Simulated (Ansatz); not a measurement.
# HfN: relaxing cell and atoms and elastic constants, part 2 of 2

Aim: for HfN, 2 runs in a chain (relaxing cell and atoms and elastic constants).

Ansatz 0.2.0; DFT LDA, scalar-relativistic, plane waves, PAW. The steps go on from the part before.

## (3) Elastic constants

It takes the final geometry of step 2.

input.yaml reads:

```yaml
crystal:
  lattice:
    - [0.0, 2.2340743729, 2.2340743729]
    - [2.2340743729, 0.0, 2.2340743729]
    - [2.2340743729, 2.2340743729, 0.0]
  atoms:
    - { symbol: Hf, position: [0.0, 0.0, 0.0] }
    - { symbol: "N", position: [0.5, 0.5, 0.5] }
scf:
  occupations: { method: gaussian, width: 0.2 }
output:
  forces: true
  stress: true
  eigenvalues: true
hamiltonian:
  xc: lda
kpoints:
  mp_grid: { grid: [16, 16, 16] }
elastic: {}
```

Run with:

```console
> ansatz run input.yaml --threads 4 --pin off --max-ram 10240MiB --backend cpu --events-out ev --progress --plain --runs-dir out
```

What it wrote:

```text
Warning: RAYON_NUM_THREADS=4 ignored (pool sized by the plan → 4); use --threads N
Engine: ansatz 0.2.0, x86_64-unknown-linux-gnu
Pseudopotentials: kind: paw
Pseudopotential: Hf, paw, valence charge 26, recommended cutoff 420 eV (normal), Hf.paw.azcp
Pseudopotential: N, paw, valence charge 5, recommended cutoff 420 eV (normal), N.paw.azcp
Functional definition: SPW92
  exchange = slater_x
  correlation = pw_c
Crystal: 2 atoms, lattice volume = 22.301 Å³
Basis set: ecut = 420 eV, 411 PW (Γ)
Bands: 20, of which v1, the nominal top of the filled ones, is band 16 counted from 1 (15 counted from 0)
Symmetry: 48 space group operations
Space group: Fm-3m (ITA 225), of the structure as read, at distance tolerance 2.8e-5 Å
k-points: 145 of 4096
Non-local potential: Hf, projectors of the file, l = 0: 3, l = 1: 2, l = 2: 2, l = 3: 3
Non-local potential: N, projectors of the file, l = 0: 2, l = 1: 2, l = 2: 1
PAW form: soft (Blöchl's): semilocal exchange-correlation on the pseudo side does not see the compensation charge
PAW frozen core: Hf, regenerated for the run's functional, and the local potential with it (the file was generated under x = pbe(κ = 0.804, μ = 0.2195149727645171), c = pbe(β = 0.06672455060314922))
PAW frozen core: N, regenerated for the run's functional, and the local potential with it (the file was generated under x = pbe(κ = 0.804, μ = 0.2195149727645171), c = pbe(β = 0.06672455060314922))
PAW one-centre angular grid: Hf, 590 points (default); XC on 64 Gauss nodes
PAW one-centre angular grid: N, 110 points (default); XC on 64 Gauss nodes
Initial density: superposition of atomic densities (neutral atoms: chi_scale 0, normalization atom), corrected by the library's trained network
Initial wavefunctions: pseudopotential atomic-orbital guess
Functional: x = slater, c = lda
SCF iter   1: F=—  HF=-15854.656498 eV  |F-HF|=—  |Δ(HF+E_count)|=         —  Δρ=7.63e-3  dr2=1.06e-2  ethr=1.77e-3  ⟨swp⟩=4.7  Hψ=11763  notcnv=0
preconditioner: auto → Kerker (q_TF=auto, 2.882 Å⁻¹)  [metal: Δε(μ)=0.009 eV  Ē_g=19.145 eV  σ=0.200 eV  W_gap=0.03  n_scr=14 (ndim 8)  ℏωp=42.3 eV  f_vac=0.000  D(μ)=0.57/eV (n_scr^D=0)]
SCF iter   2: F=—  HF=-15854.653704 eV  |F-HF|=—  |Δ(HF+E_count)|=   2.79e-3  Δρ=3.27e-3  dr2=1.10e-3  ethr=3.42e-5  ⟨swp⟩=1.6  Hψ=4260  notcnv=0
SCF iter   3: F=—  HF=-15854.653454 eV  |F-HF|=—  |Δ(HF+E_count)|=   2.50e-4  Δρ=1.23e-3  dr2=1.42e-4  ethr=3.55e-6  ⟨swp⟩=2.2  Hψ=4399  notcnv=0
SCF iter   4: F=—  HF=-15854.653402 eV  |F-HF|=—  |Δ(HF+E_count)|=   5.22e-5  Δρ=4.17e-4  dr2=1.46e-5  ethr=4.59e-7  ⟨swp⟩=2.2  Hψ=4628  notcnv=0
SCF iter   5: F=—  HF=-15854.653395 eV  |F-HF|=—  |Δ(HF+E_count)|=   6.22e-6  Δρ=8.98e-5  dr2=7.25e-7  ethr=4.72e-8  ⟨swp⟩=2.8  Hψ=5769  notcnv=0
SCF iter   6: F=—  HF=-15854.653394 eV  |F-HF|=—  |Δ(HF+E_count)|=   1.23e-6  Δρ=7.98e-6  dr2=5.91e-9  ethr=2.34e-9  ⟨swp⟩=2.6  Hψ=4630  notcnv=0
SCF iter   7: F=—  HF=-15854.653394 eV  |F-HF|=—  |Δ(HF+E_count)|=   3.42e-9  Δρ=2.05e-6  dr2=3.22e-10  ethr=1.91e-11  ⟨swp⟩=2.1  Hψ=5138  notcnv=0
SCF iter   8: F=—  HF=-15854.653394 eV  |F-HF|=—  |Δ(HF+E_count)|=  4.46e-10  Δρ=2.08e-7  dr2=4.67e-12  ethr=1.04e-12  ⟨swp⟩=2.2  Hψ=5033  notcnv=0
SCF iter   9: F=—  HF=-15854.653394 eV  |F-HF|=—  |Δ(HF+E_count)|=  1.27e-11  Δρ=7.16e-8  dr2=7.40e-13  ethr=1.51e-14 (applied; sched 1.00e-12)  ⟨swp⟩=2.2  Hψ=5159  notcnv=0  defer=39
SCF iter  10: F=-15854.653394 eV  HF=-15854.653394 eV  |F-HF|=1.82e-12  |Δ(HF+E_count)|=  1.82e-12  Δρ=1.89e-8  dr2=7.26e-14  ethr=1.00e-12  ⟨swp⟩=4.4  Hψ=13700  notcnv=0
SCF 1 converged in 10 iterations: F = -15854.653394 eV  dr2 = 7.26e-14
Crystal: 2 atoms, lattice volume = 22.212 Å³
Symmetry: 16 space group operations
k-points: 349 of 4096
Initial density: handed on by an earlier stage of this run
Initial wavefunctions: those handed on with the density
iter 1 solved again at ethr=5.83e-7 eV; its pass at ethr=3.10e-3 eV (dr2=1.81e-4 eV) is discarded
SCF iter   1: F=—  HF=-15854.652689 eV  |F-HF|=—  |Δ(HF+E_count)|=         —  Δρ=1.11e-3  dr2=2.05e-4  ethr=5.83e-7  ⟨swp⟩=2.1  Hψ=34934  notcnv=0  defer=11
preconditioner: auto → Kerker (q_TF=auto, 2.884 Å⁻¹)  [metal: Δε(μ)=0.006 eV  Ē_g=19.160 eV  σ=0.200 eV  W_gap=0.02  n_scr=14 (ndim 8)  ℏωp=42.4 eV  f_vac=0.000  D(μ)=0.56/eV (n_scr^D=0)]
SCF iter   2: F=—  HF=-15854.652635 eV  |F-HF|=—  |Δ(HF+E_count)|=   5.36e-5  Δρ=5.53e-4  dr2=5.19e-5  ethr=5.83e-7  ⟨swp⟩=2.0  Hψ=8334  notcnv=0  defer=11
SCF iter   3: F=—  HF=-15854.652615 eV  |F-HF|=—  |Δ(HF+E_count)|=   2.09e-5  Δρ=1.82e-4  dr2=7.48e-6  ethr=1.67e-7  ⟨swp⟩=2.6  Hψ=11732  notcnv=0  defer=11
SCF iter   4: F=—  HF=-15854.652614 eV  |F-HF|=—  |Δ(HF+E_count)|=   1.85e-7  Δρ=7.33e-5  dr2=8.53e-7  ethr=2.41e-8  ⟨swp⟩=2.0  Hψ=12319  notcnv=0  defer=11
SCF iter   5: F=—  HF=-15854.652611 eV  |F-HF|=—  |Δ(HF+E_count)|=   3.49e-6  Δρ=3.85e-5  dr2=1.26e-7  ethr=2.75e-9  ⟨swp⟩=2.0  Hψ=12236  notcnv=0  defer=11
SCF iter   6: F=—  HF=-15854.652611 eV  |F-HF|=—  |Δ(HF+E_count)|=   1.04e-8  Δρ=5.54e-6  dr2=3.91e-9  ethr=4.07e-10  ⟨swp⟩=2.0  Hψ=11971  notcnv=0  defer=11
SCF iter   7: F=—  HF=-15854.652611 eV  |F-HF|=—  |Δ(HF+E_count)|=   1.50e-9  Δρ=9.50e-7  dr2=1.04e-10  ethr=1.26e-11  ⟨swp⟩=2.0  Hψ=10548  notcnv=0  defer=11
SCF iter   8: F=—  HF=-15854.652611 eV  |F-HF|=—  |Δ(HF+E_count)|=  1.02e-10  Δρ=2.51e-7  dr2=7.00e-12  ethr=3.36e-13 (applied; sched 1.00e-12)  ⟨swp⟩=2.0  Hψ=12330  notcnv=0  defer=60
SCF iter   9: F=—  HF=-15854.652611 eV  |F-HF|=—  |Δ(HF+E_count)|=  1.09e-11  Δρ=5.51e-8  dr2=4.14e-13  ethr=2.26e-14 (applied; sched 1.00e-12)  ⟨swp⟩=2.1  Hψ=12359  notcnv=0  defer=87
SCF iter  10: F=-15854.652611 eV  HF=-15854.652611 eV  |F-HF|=1.82e-12  |Δ(HF+E_count)|=  3.64e-12  Δρ=7.88e-9  dr2=8.88e-15  ethr=1.00e-12  ⟨swp⟩=4.4  Hψ=25414  notcnv=0
SCF 2 converged in 10 iterations: F = -15854.652611 eV  dr2 = 8.88e-15
Crystal: 2 atoms, lattice volume = 22.390 Å³
Basis set: ecut = 420 eV, 427 PW (Γ)
iter 1 solved again at ethr=1.65e-10 eV; its pass at ethr=3.10e-3 eV (dr2=5.11e-8 eV) is discarded
SCF iter   1: F=—  HF=-15854.652639 eV  |F-HF|=—  |Δ(HF+E_count)|=         —  Δρ=2.23e-5  dr2=7.52e-8  ethr=1.65e-10  ⟨swp⟩=3.2  Hψ=38556  notcnv=0  defer=5
preconditioner: auto → Kerker (q_TF=auto, 2.880 Å⁻¹)  [metal: Δε(μ)=0.007 eV  Ē_g=19.123 eV  σ=0.200 eV  W_gap=0.02  n_scr=14 (ndim 8)  ℏωp=42.3 eV  f_vac=0.000  D(μ)=0.56/eV (n_scr^D=0)]
SCF iter   2: F=—  HF=-15854.652639 eV  |F-HF|=—  |Δ(HF+E_count)|=   1.85e-8  Δρ=1.04e-5  dr2=1.38e-8  ethr=1.65e-10  ⟨swp⟩=2.0  Hψ=10066  notcnv=0  defer=5
SCF iter   3: F=—  HF=-15854.652639 eV  |F-HF|=—  |Δ(HF+E_count)|=   4.66e-9  Δρ=3.31e-6  dr2=1.93e-9  ethr=4.44e-11  ⟨swp⟩=2.2  Hψ=9083  notcnv=0  defer=5
SCF iter   4: F=—  HF=-15854.652639 eV  |F-HF|=—  |Δ(HF+E_count)|=  6.78e-10  Δρ=9.99e-7  dr2=1.71e-10  ethr=6.22e-12  ⟨swp⟩=2.0  Hψ=11266  notcnv=0  defer=5
SCF iter   5: F=—  HF=-15854.652639 eV  |F-HF|=—  |Δ(HF+E_count)|=  2.04e-10  Δρ=5.66e-7  dr2=3.51e-11  ethr=5.50e-13 (applied; sched 1.00e-12)  ⟨swp⟩=2.0  Hψ=12328  notcnv=0  defer=21
SCF iter   6: F=—  HF=-15854.652639 eV  |F-HF|=—  |Δ(HF+E_count)|=  1.09e-11  Δρ=1.00e-7  dr2=1.52e-12  ethr=1.13e-13 (applied; sched 1.00e-12)  ⟨swp⟩=2.0  Hψ=12100  notcnv=0  defer=86
SCF iter   7: F=—  HF=-15854.652639 eV  |F-HF|=—  |Δ(HF+E_count)|=  3.64e-12  Δρ=1.62e-8  dr2=2.94e-14  ethr=1.00e-12  ⟨swp⟩=3.7  Hψ=32205  notcnv=0
SCF iter   8: F=-15854.652639 eV  HF=-15854.652639 eV  |F-HF|=5.46e-12  |Δ(HF+E_count)|=  1.82e-12  Δρ=4.88e-9  dr2=3.05e-15  ethr=1.00e-12  ⟨swp⟩=4.0  Hψ=22224  notcnv=0
SCF 3 converged in 8 iterations: F = -15854.652639 eV  dr2 = 3.05e-15
Crystal: 2 atoms, lattice volume = 22.346 Å³
SCF iter   1: F=—  HF=-15854.653203 eV  |F-HF|=—  |Δ(HF+E_count)|=         —  Δρ=7.17e-7  dr2=1.42e-11  ethr=1.00e-12  ⟨swp⟩=9.1  Hψ=48185  notcnv=0  defer=6
preconditioner: auto → Kerker (q_TF=auto, 2.881 Å⁻¹)  [metal: Δε(μ)=0.007 eV  Ē_g=19.132 eV  σ=0.200 eV  W_gap=0.02  n_scr=14 (ndim 8)  ℏωp=42.3 eV  f_vac=0.000  D(μ)=0.56/eV (n_scr^D=0)]
SCF iter   2: F=—  HF=-15854.653203 eV  |F-HF|=—  |Δ(HF+E_count)|=  1.46e-11  Δρ=3.85e-7  dr2=4.46e-12  ethr=4.57e-14 (applied; sched 1.00e-12)  ⟨swp⟩=1.2  Hψ=9962  notcnv=0  defer=87
SCF iter   3: F=—  HF=-15854.653203 eV  |F-HF|=—  |Δ(HF+E_count)|=  5.46e-12  Δρ=2.73e-8  dr2=1.22e-13  ethr=1.44e-14 (applied; sched 1.00e-12)  ⟨swp⟩=2.3  Hψ=12063  notcnv=0  defer=87
SCF iter   4: F=-15854.653203 eV  HF=-15854.653203 eV  |F-HF|=3.64e-12  |Δ(HF+E_count)|=  1.82e-12  Δρ=1.31e-8  dr2=3.01e-14  ethr=1.00e-12  ⟨swp⟩=4.7  Hψ=26570  notcnv=0
SCF 4 converged in 4 iterations: F = -15854.653203 eV  dr2 = 3.01e-14
Crystal: 2 atoms, lattice volume = 22.256 Å³
SCF iter   1: F=—  HF=-15854.653210 eV  |F-HF|=—  |Δ(HF+E_count)|=         —  Δρ=1.35e-6  dr2=3.89e-11  ethr=1.00e-12  ⟨swp⟩=9.2  Hψ=48703  notcnv=0  defer=4
preconditioner: auto → Kerker (q_TF=auto, 2.883 Å⁻¹)  [metal: Δε(μ)=0.006 eV  Ē_g=19.152 eV  σ=0.200 eV  W_gap=0.02  n_scr=14 (ndim 8)  ℏωp=42.4 eV  f_vac=0.000  D(μ)=0.56/eV (n_scr^D=0)]
SCF iter   2: F=—  HF=-15854.653210 eV  |F-HF|=—  |Δ(HF+E_count)|=  5.64e-11  Δρ=7.23e-7  dr2=1.32e-11  ethr=1.26e-13 (applied; sched 1.00e-12)  ⟨swp⟩=2.0  Hψ=14019  notcnv=0  defer=83
SCF iter   3: F=—  HF=-15854.653210 eV  |F-HF|=—  |Δ(HF+E_count)|=  2.36e-11  Δρ=1.34e-7  dr2=6.47e-13  ethr=4.25e-14 (applied; sched 1.00e-12)  ⟨swp⟩=2.0  Hψ=10633  notcnv=0  defer=87
SCF iter   4: F=-15854.653210 eV  HF=-15854.653210 eV  |F-HF|=1.82e-12  |Δ(HF+E_count)|=  3.64e-12  Δρ=1.81e-8  dr2=4.73e-14  ethr=1.00e-12  ⟨swp⟩=5.1  Hψ=28557  notcnv=0
SCF 5 converged in 4 iterations: F = -15854.653210 eV  dr2 = 4.73e-14
Symmetry: 8 space group operations
k-points: 621 of 4096
iter 1 solved again at ethr=3.46e-8 eV; its pass at ethr=3.10e-3 eV (dr2=1.07e-5 eV) is discarded
SCF iter   1: F=—  HF=-15854.653255 eV  |F-HF|=—  |Δ(HF+E_count)|=         —  Δρ=2.76e-4  dr2=1.23e-5  ethr=3.46e-8  ⟨swp⟩=2.3  Hψ=62714  notcnv=0  defer=11
preconditioner: auto → Kerker (q_TF=auto, 2.882 Å⁻¹)  [metal: Δε(μ)=0.002 eV  Ē_g=19.142 eV  σ=0.200 eV  W_gap=0.01  n_scr=14 (ndim 8)  ℏωp=42.3 eV  f_vac=0.000  D(μ)=0.56/eV (n_scr^D=0)]
SCF iter   2: F=—  HF=-15854.653253 eV  |F-HF|=—  |Δ(HF+E_count)|=   1.75e-6  Δρ=1.68e-4  dr2=5.39e-6  ethr=3.46e-8  ⟨swp⟩=1.1  Hψ=12310  notcnv=0  defer=11
SCF iter   3: F=—  HF=-15854.653249 eV  |F-HF|=—  |Δ(HF+E_count)|=   4.51e-6  Δρ=2.45e-5  dr2=1.01e-7  ethr=1.74e-8  ⟨swp⟩=2.1  Hψ=19981  notcnv=0  defer=11
SCF iter   4: F=—  HF=-15854.653248 eV  |F-HF|=—  |Δ(HF+E_count)|=   8.92e-7  Δρ=5.73e-6  dr2=4.40e-9  ethr=3.24e-10  ⟨swp⟩=2.0  Hψ=20263  notcnv=0  defer=11
SCF iter   5: F=—  HF=-15854.653248 eV  |F-HF|=—  |Δ(HF+E_count)|=  9.06e-10  Δρ=2.57e-6  dr2=1.02e-9  ethr=1.42e-11  ⟨swp⟩=2.1  Hψ=22154  notcnv=0  defer=11
SCF iter   6: F=—  HF=-15854.653248 eV  |F-HF|=—  |Δ(HF+E_count)|=   1.35e-9  Δρ=1.24e-6  dr2=2.52e-10  ethr=3.29e-12  ⟨swp⟩=2.0  Hψ=21050  notcnv=0  defer=11
SCF iter   7: F=—  HF=-15854.653248 eV  |F-HF|=—  |Δ(HF+E_count)|=  1.86e-10  Δρ=2.88e-7  dr2=9.96e-12  ethr=8.14e-13 (applied; sched 1.00e-12)  ⟨swp⟩=2.0  Hψ=19155  notcnv=0  defer=19
SCF iter   8: F=—  HF=-15854.653248 eV  |F-HF|=—  |Δ(HF+E_count)|=  7.28e-12  Δρ=5.58e-8  dr2=2.81e-13  ethr=3.21e-14 (applied; sched 1.00e-12)  ⟨swp⟩=2.1  Hψ=21953  notcnv=0  defer=164
SCF iter   9: F=-15854.653248 eV  HF=-15854.653248 eV  |F-HF|=0.00e0  |Δ(HF+E_count)|=  3.64e-12  Δρ=7.47e-9  dr2=6.20e-15  ethr=1.00e-12  ⟨swp⟩=4.7  Hψ=46748  notcnv=0
SCF 6 converged in 9 iterations: F = -15854.653248 eV  dr2 = 6.20e-15
iter 1 solved again at ethr=1.99e-11 eV; its pass at ethr=3.10e-3 eV (dr2=6.16e-9 eV) is discarded
SCF iter   1: F=—  HF=-15854.653248 eV  |F-HF|=—  |Δ(HF+E_count)|=         —  Δρ=6.17e-6  dr2=5.07e-9  ethr=1.99e-11  ⟨swp⟩=3.5  Hψ=71543  notcnv=0  defer=10
preconditioner: auto → Kerker (q_TF=auto, 2.882 Å⁻¹)  [metal: Δε(μ)=0.003 eV  Ē_g=19.142 eV  σ=0.200 eV  W_gap=0.01  n_scr=14 (ndim 8)  ℏωp=42.3 eV  f_vac=0.000  D(μ)=0.56/eV (n_scr^D=0)]
SCF iter   2: F=—  HF=-15854.653248 eV  |F-HF|=—  |Δ(HF+E_count)|=  5.53e-10  Δρ=3.85e-6  dr2=2.19e-9  ethr=1.64e-11  ⟨swp⟩=1.0  Hψ=12255  notcnv=0  defer=10
SCF iter   3: F=—  HF=-15854.653248 eV  |F-HF|=—  |Δ(HF+E_count)|=  3.49e-10  Δρ=7.27e-7  dr2=9.49e-11  ethr=7.08e-12  ⟨swp⟩=2.3  Hψ=18988  notcnv=0  defer=10
SCF iter   4: F=—  HF=-15854.653248 eV  |F-HF|=—  |Δ(HF+E_count)|=  1.38e-10  Δρ=4.25e-7  dr2=1.82e-11  ethr=3.06e-13 (applied; sched 1.00e-12)  ⟨swp⟩=2.1  Hψ=21972  notcnv=0  defer=98
SCF iter   5: F=—  HF=-15854.653248 eV  |F-HF|=—  |Δ(HF+E_count)|=    0.00e0  Δρ=1.72e-7  dr2=2.39e-12  ethr=5.86e-14 (applied; sched 1.00e-12)  ⟨swp⟩=2.2  Hψ=19481  notcnv=0  defer=164
SCF iter   6: F=—  HF=-15854.653248 eV  |F-HF|=—  |Δ(HF+E_count)|=  1.82e-12  Δρ=2.38e-8  dr2=5.45e-14  ethr=1.00e-12  ⟨swp⟩=3.7  Hψ=56958  notcnv=0
SCF iter   7: F=-15854.653248 eV  HF=-15854.653248 eV  |F-HF|=1.82e-12  |Δ(HF+E_count)|=  7.28e-12  Δρ=4.76e-9  dr2=2.80e-15  ethr=1.00e-12  ⟨swp⟩=4.4  Hψ=43856  notcnv=0
SCF 7 converged in 7 iterations: F = -15854.653248 eV  dr2 = 2.80e-15
SCF iter   1: F=—  HF=-15854.653357 eV  |F-HF|=—  |Δ(HF+E_count)|=         —  Δρ=1.09e-6  dr2=2.78e-11  ethr=1.00e-12  ⟨swp⟩=8.7  Hψ=78582  notcnv=0  defer=14
preconditioner: auto → Kerker (q_TF=auto, 2.882 Å⁻¹)  [metal: Δε(μ)=0.006 eV  Ē_g=19.142 eV  σ=0.200 eV  W_gap=0.02  n_scr=14 (ndim 8)  ℏωp=42.3 eV  f_vac=0.000  D(μ)=0.56/eV (n_scr^D=0)]
SCF iter   2: F=—  HF=-15854.653357 eV  |F-HF|=—  |Δ(HF+E_count)|=  4.00e-11  Δρ=5.84e-7  dr2=7.94e-12  ethr=8.98e-14 (applied; sched 1.00e-12)  ⟨swp⟩=1.1  Hψ=17484  notcnv=0  defer=164
SCF iter   3: F=—  HF=-15854.653357 eV  |F-HF|=—  |Δ(HF+E_count)|=  1.09e-11  Δρ=4.23e-8  dr2=2.85e-13  ethr=2.56e-14 (applied; sched 1.00e-12)  ⟨swp⟩=2.8  Hψ=21807  notcnv=0  defer=164
SCF iter   4: F=-15854.653357 eV  HF=-15854.653357 eV  |F-HF|=1.82e-12  |Δ(HF+E_count)|=  9.09e-12  Δρ=1.31e-8  dr2=2.74e-14  ethr=1.00e-12  ⟨swp⟩=4.9  Hψ=49183  notcnv=0
SCF 8 converged in 4 iterations: F = -15854.653357 eV  dr2 = 2.74e-14
SCF iter   1: F=—  HF=-15854.653357 eV  |F-HF|=—  |Δ(HF+E_count)|=         —  Δρ=1.09e-6  dr2=2.79e-11  ethr=1.00e-12  ⟨swp⟩=8.8  Hψ=80636  notcnv=0  defer=8
SCF iter   2: F=—  HF=-15854.653357 eV  |F-HF|=—  |Δ(HF+E_count)|=  4.00e-11  Δρ=5.84e-7  dr2=7.97e-12  ethr=9.01e-14 (applied; sched 1.00e-12)  ⟨swp⟩=1.0  Hψ=17475  notcnv=0  defer=163
SCF iter   3: F=—  HF=-15854.653357 eV  |F-HF|=—  |Δ(HF+E_count)|=  1.82e-11  Δρ=4.28e-8  dr2=2.92e-13  ethr=2.57e-14 (applied; sched 1.00e-12)  ⟨swp⟩=2.8  Hψ=21778  notcnv=0  defer=164
SCF iter   4: F=-15854.653357 eV  HF=-15854.653357 eV  |F-HF|=0.00e0  |Δ(HF+E_count)|=    0.00e0  Δρ=1.36e-8  dr2=2.91e-14  ethr=1.00e-12  ⟨swp⟩=4.9  Hψ=49220  notcnv=0
SCF 9 converged in 4 iterations: F = -15854.653357 eV  dr2 = 2.91e-14
SCF converged after 10 iterations
Free energy (F): -15854.653394 eV
Harris-Foulkes:  -15854.653394 eV  (|F-HF|=1.82e-12)
Internal energy: -15854.642172 eV  (E = F + TS)
E sigma→0 (E₀):  -15854.647783 eV
Entropy (-TS):   -0.011222 eV (-5.611 meV/atom)
Fermi energy:    24.306618 eV
--- Per-component energies (eV) ---
  E_band       = 197.819017
  E_kinetic    = 559.427234
  E_local      = -4639.929064  (includes V_loc(G=0)·N_el)
  E_nonlocal   = -1185.133847
  E_hartree    = 2207.656454
  E_xc         = -359.378559
  E_vxc        = -345.771380  (∫ρ·V_xc dr)
  E_paw        = -6804.361243  (= ΣΔE_a)
  E_vpaw       = 1393.913084  (= ΣTr[D̂ρ^β])
  E_aug_tail   = 0.000092  (compensation charges beyond the density's cutoff)
  E_ewald      = -5635.460526
  E_core_change = 2.537287  (= ΣΔE_core)
  E_smearing   = -0.011222  (= −TS)
  E_closure    = 0.000000  (closes the sum)
  Σ components = -15854.653394   (vs F -15854.653394, Δ=0.00e0)
--- Forces (eV/Å), atoms counted from 1 ---
  atom   1  Hf    -0.00000000     0.00000000    -0.00000000
  atom   2  N      0.00000000    -0.00000000     0.00000000
  max |Σ_I F_I| component: 8.12e-30 eV/Å
--- Stress (GPa, compression-positive) ---
       -0.001736       0.000000       0.000000
        0.000000      -0.001736       0.000000
        0.000000       0.000000      -0.001736
  P = ⅓ Tr σ = -0.0017 GPa (-0.017 kbar)
--- Band table (eV; the first three rows and the last of 145) ---
  k-point 0: bands = ["-38.2782", "-6.6659", "-6.6659", "-6.6659", "6.8239", "11.7370", "11.7370", "11.7370", "11.7769", "11.8879", "11.8879", "11.8879", "21.4003", "21.4003", "21.4003", "23.8648", "23.8648", "23.8648", "26.2653", "26.2653"]
  k-point 1: bands = ["-38.2754", "-6.7122", "-6.6696", "-6.6696", "6.9210", "11.7377", "11.7407", "11.7407", "11.7791", "11.8847", "11.8847", "11.8880", "20.9782", "21.1355", "21.1355", "24.0047", "24.0098", "24.0098", "26.5935", "26.5935"]
  k-point 2: bands = ["-38.2676", "-6.8416", "-6.6801", "-6.6801", "7.1989", "11.7410", "11.7514", "11.7514", "11.7856", "11.8758", "11.8758", "11.8884", "20.0445", "20.5347", "20.5347", "24.2470", "24.3841", "24.3841", "27.4372", "27.4372"]
  k-point 144: bands = ["-38.1817", "-7.2983", "-7.2983", "-7.0604", "8.5870", "11.7942", "11.8098", "11.8098", "11.8356", "11.8356", "11.8642", "11.9096", "18.0613", "18.8247", "18.8247", "25.4680", "25.4680", "30.0336", "30.1748", "30.6885"]
--- Elastic constants: 2 strain directions × 4 members + reference (group order 48) ---
  dense FFT box of the reference and of every strained cell: 24×24×24
  strains applied: 11, 23; error gains: componentwise 1.00 (the most a stress slope's error grows in a printed constant), spectral 1.73 (1 for all six strains in a standard setting)
  C = ∂σ_k/∂η_j (tension-positive GPa; Voigt order 11 22 33 23 13 12):
       678.641    112.981    112.981     -0.000      0.000      0.000
       112.981    678.641    112.981      0.000     -0.000      0.000
       112.981    112.981    678.641      0.000     -0.000      0.000
        -0.000      0.000      0.000    129.933      0.000     -0.000
        -0.000      0.000      0.000     -0.000    129.933      0.000
         0.000     -0.000     -0.000      0.000      0.000    129.933
  reference stress σ⁰ (GPa):      0.002      0.002      0.002     -0.000     -0.000     -0.000
  C* (energy form; C + prestress term) asymmetry max|C*_kj − C*_jk| = 4.263e-14 GPa — a small one proves nothing (zero by symmetry where the batch's group is 432, −43m or m−3m); a large one is finite-difference/SCF noise where every solve meets its electron count
  moduli (Voigt/Reuss/Hill, GPa): K = 301.53/301.53/301.53   G = 191.09/165.78/178.44   E = 447.12   ν = 0.253
  mechanically stable: yes (min eigenvalue of sym C = 129.93 GPa)
  strain η (Voigt 11):  stress-route row diagonal C_11 = 678.64 GPa, energy-path curvature d²(F+E_count+ΔE)/dδ²/Ω₀ = 678.33 GPa
    cells at ±δ against ±2δ: C11 678.67 and 678.77 GPa, apart by 0.01 % of the column's largest entry
         δ    σ_11 (GPa)             F (eV)   n_scf  n_hpsi   n_pw
    -4.000e-3      -2.7746      -15854.6526108      10  158951    448
    -2.000e-3      -1.3709      -15854.6532096       4  108674    448
     2.000e-3       1.3438      -15854.6532030       4  103538    452
     4.000e-3       2.6555      -15854.6526395       8  154594    452
  strain η (Voigt 23):  stress-route row diagonal C_44 = 129.93 GPa, energy-path curvature d²(F+E_count+ΔE)/dδ²/Ω₀ = 129.74 GPa
    cells at ±δ against ±2δ: C44 129.92 and 129.87 GPa, apart by 0.04 % of the column's largest entry
         δ    σ_23 (GPa)             F (eV)   n_scf  n_hpsi   n_pw
    -4.000e-3      -0.5195      -15854.6532479       9  258372    450
    -2.000e-3      -0.2598      -15854.6533573       4  181165    450
     2.000e-3       0.2598      -15854.6533573       4  179064    450
     4.000e-3       0.5195      -15854.6532479       7  257113    450
```

Wall time 23 s (4 threads of Intel Xeon Platinum 8488C (Sapphire Rapids), shared host); peak memory 0.6 GiB.

What follows for a polycrystal (Hill averages; density 14.333 g/cm³):

| quantity | value |
| --- | --- |
| bulk modulus B | 301.5 GPa |
| shear modulus G | 178.4 GPa |
| B/G | 1.69 |
| universal anisotropy index | 0.76 |
| sound speeds v_l, v_t | 6135, 3528 m/s |
| Debye temperature Θ | 522 K |

Young's modulus by Cartesian direction:

```tsv
direction	E (GPa)
(1, 0, 0)	646
(0, 1, 0)	646
(0, 0, 1)	646
(1, 1, 0)	387
(1, 0, 1)	387
(0, 1, 1)	387
(1, 1, 1)	341
```

## (4) Summary of results

What follows sums up all 2 parts.

```
step  volume (Å³/atom)  pressure (GPa)  energy (eV)  gap on the mesh (eV)   time
   2             11.15             0.0   -15854.648                  0.00  7.6 s
```

| quantity | value |
| --- | --- |
| relaxed cell, step 2 (conventional) | a = 4.468 Å, b = 4.468 Å, c = 4.468 Å, α = 90.00°, β = 90.00°, γ = 90.00° |
| C11, C12, C44 (relaxed-ion) | 679, 113, 130 GPa |
| B, G, E (Hill) (relaxed-ion) | 302, 178, 447 GPa |
| Poisson ratio (relaxed-ion) | 0.25 |
| Debye temperature | 522 K |

It is stable against strain: the least eigenvalue of C is 130 GPa. By Pugh's rule of thumb B/G = 1.69 (under 1.75) points to a brittle solid; Young's modulus ranges from about 341 to 646 GPa with direction. The runs treat Hf without spin-orbit coupling. The final runs have no spin polarisation, so no magnetic state was tried and one may lie lower.
